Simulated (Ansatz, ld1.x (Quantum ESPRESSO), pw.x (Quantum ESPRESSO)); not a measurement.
## Hg (Z = 80): one change to the TM potential, in the atom and in the diamond crystal

ld1.x (Quantum ESPRESSO) 7.5 input, shortened:

```
&input
   title='Hg', zed=80., rel=1, dft='PBE', iswitch=3,
   config='[Xe] 4f14 5d10 6s2 6p0'
 /
 &inputp
   pseudotype=2, tm=.true., lloc=0,
   nlcc=.false.
 /
3
6P  2  1   0.00   0.00  2.20  2.20  0.0
5D  3  2  10.00   0.00  1.30  1.30  0.0
6S  1  0   2.00   0.00  2.40  2.40  0.0
 &test
   configts(1)='5d10 6s2 6p0'
 /
```

Change: wave 6s (bound): rc 2.40 bohr becomes 6s (bound): rc 3.50 bohr.

Cutoffs, loose and tight: the cutoffs (Ry, on a coarse ladder) from which the occupation-weighted sum of valence levels, in a spherical-Bessel basis at the reference potential, stays within 10 and 1 mRy of its value at 400 Ry. They do not see the model core or the augmentation charge, which bear on the density cutoff. Test errors are all-electron minus pseudo excitation energies from the reference, over the configurations 5d10 6s1 6p0; 5d10 6s0 6p0; 5d9 6s0 6p0; 5d10 6s0 6p2; 5d10 6s1.5 6p0; 5d9 6s2 6p0; 5d10 6s0 6p1; variants that change the core or the reference have their own tests.

Crystal test: diamond Hg in pw.x 7.5, no spin, 8³ k-points, Fermi–Dirac smearing 0.01 Ry, cutoffs set for each file from its atomic test. The reference is all-electron LAPW (Ansatz 0.2.0) with the same functional, mesh and smearing; V0 and B0 come from Birch–Murnaghan fits to the pressures at five volumes. Errors are pseudo minus all-electron; Δ is the rms difference of the E(V) curves that follow from these fits, minima aligned, over ±6 % about the mean V0. Mesh and smearing are coarse, so the numbers serve the comparison and aren't converged zero-temperature values; the lattice is a test structure that the element need not adopt.

All-electron: a0 = 7.524 Å (V0 = 53.24 Å³/atom), B0 = 0.7 GPa.

Does the change bring the crystal closer to the all-electron result?

The mean pressure error goes from +0.05 to -0.98 GPa, so the change moves the solid further from the all-electron pressures. At 80 % of its cutoff the pressure of the base moves by -0.32 GPa.

| quantity | base | changed |
| --- | --- | --- |
| outcome (atom) | generated | generated |
| cutoff, loose (atom) | 70 Ry | 70 Ry |
| cutoff, tight (atom) | 90 Ry | 90 Ry |
| bound ghosts (atom) | none | none |
| largest test error (meV) (atom) | -57 | -521 |
| cutoffs in pw.x (Ry) | 110/440 | 110/440 |
| a0 (Å) | 7.634 | – |
| a0 error (%) | +1.46 | – |
| B0 error (%) | +103.8 | – |
| Δ (meV/atom) | 0.5 | – |
| mean pressure error (GPa) | +0.05 | -0.98 |

A dash: not determined, or the minimum lies outside the volumes sampled.

Base: This is a poor potential for the solid. Changed file: The largest radius (3.50 bohr) exceeds half the bond length (3.08 bohr), so the spheres overlap, which is one possible source of error among others. This is a poor potential for the solid. The pseudo pressure rises with volume over the whole range, a mechanical instability. The atomic cutoffs weigh occupied waves only.
